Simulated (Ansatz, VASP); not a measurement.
## One calculation of I, two programs

Contents of INCAR:

```
SYSTEM = I
  PREC = Accurate
  ENCUT = 520
  EDIFF = 1E-7
  ISMEAR = 0
  SIGMA = 0.15
  LREAL = .False.
  LASPH = .True.
  NELM = 100
  ALGO = Normal
  ISIF = 2
  LWAVE = .False.
  LCHARG = .True.
  LELF = .True.
  LVHAR = .True.
  NBANDS = 10
```

Contents of KPOINTS:

```
Automatic mesh
0
Gamma
  16 16 16
  0 0 0
```

Contents of POSCAR:

```
I
1.0
    0.0000000000      2.3656004428      3.9098401324
    2.1922454667      0.0000000000      3.9098401324
    2.1922454667      2.3656004428      0.0000000000
I
1
Direct
    0.0000000000      0.0000000000      0.0000000000
```

Input for Ansatz:

```yaml
crystal:
  lattice:
    - [0.0, 2.3656004428, 3.9098401324]
    - [2.1922454667, 0.0, 3.9098401324]
    - [2.1922454667, 2.3656004428, 0.0]
  atoms:
    - { symbol: I, position: [0.0, 0.0, 0.0] }
basis:
  ecutwfc: 420
kpoints:
  mp_grid: { grid: [16, 16, 16] }
hamiltonian:
  xc: lda
scf:
  occupations: { method: gaussian, width: 0.15 }
output:
  forces: true
  stress: true
  eigenvalues: true
```

Alike in both runs: task single point; functional LDA; k mesh 16 × 16 × 16; occupations gaussian, width 0.15 eV; no spin polarisation.

|  | VASP | Ansatz |
| --- | --- | --- |
| version | VASP 6.6.1 | Ansatz 0.2.0 |
| potentials or method | VASP PAW LDA potentials, release 64 (I) | scalar-relativistic, plane waves, PAW |
| plane-wave cutoff (eV) | 520 | 420 |
| valence electrons in the cell | 7 | 17 |

|  | VASP | Ansatz | Ansatz less VASP |
| --- | --- | --- | --- |
| gap on the k mesh at the Fermi level (eV) | none | none | - |
| pressure (GPa) | -2.3 | -2.3 | 0.00 |
| largest component of the traceless stress (GPa) | 1.30 | 1.32 | +0.014 |

A gap of «none» marks a metal or a gap that the smearing closes. The two sets of potentials don't hold the same shells in valence.

Caveats: an odd number of electrons without spin polarisation forces a metal; a magnetic or distorted state may lie lower. Spin-orbit coupling is left out, which matters for the levels of I.
